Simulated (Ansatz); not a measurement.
Zn: all-electron results

```
CELL_PARAMETERS angstrom
0.00000 2.90890 2.90890
2.90890 0.00000 2.90890
2.90890 2.90890 0.00000
ATOMIC_POSITIONS crystal
Zn 0.00000 0.00000 0.00000
Zn 0.25000 0.25000 0.25000
```

Atom numbers follow the list: Zn1, Zn2.

The structure comes from a relaxation in the same program, started in the diamond type, and has space group Fd-3m. Whether it is a known phase or the ground state wasn't checked.

Computed with DFT, PBE, all-electron LAPW, scalar-relativistic in Ansatz 0.2.0.

The runs use a Γ-centred 11×11×11 k mesh, Fermi–Dirac smearing of 0.05 eV, basis error target 0.25 meV/atom, no spin polarisation.

```yaml
Band_gap: "none: bands cross the Fermi level, a metal"
Density_of_states_at_the_Fermi_level_0.2_eV_bin: 0.97 states/eV per cell
Volume_per_atom: 166.1 bohr³
Pressure_at_this_cell: 0.01 GPa
```
